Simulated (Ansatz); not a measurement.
# Cs (Im-3m)

All numbers below come from Ansatz, DFT PBE, scalar-relativistic, plane waves, PAW.

Cutoff 420 eV; k points 10×10×10 on the computed 1-atom cell (Γ-centred); Gaussian smearing, width 0.10 eV; no spin polarisation.

The structure is relaxed at this level of theory with its symmetry kept.

The structure is cubic, space group Im-3m (No. 229). The conventional cell has a = 6.159 Å, b = 6.159 Å, c = 6.159 Å, α = 90.00°, β = 90.00°, γ = 90.00°.

```
Volume per atom                                                   : 116.81 Å³
Formation energy from the elements' standard states (uncorrected) : +0.004 eV/atom
Kohn–Sham band gap                                                : none (metal)
Density of states at the Fermi level                              : 1.42 states/eV per cell
Löwdin character within 0.5 eV of the Fermi level                 : Cs 6s 84 %, unprojected 16 %
Bulk modulus                                                      : 1.9 GPa
Its pressure derivative                                           : 3.2
Bader charges (e)                                                 : Cs (1 in the cell) 0.00
```

Spin-orbit coupling is left out, which matters for the bands of heavy elements.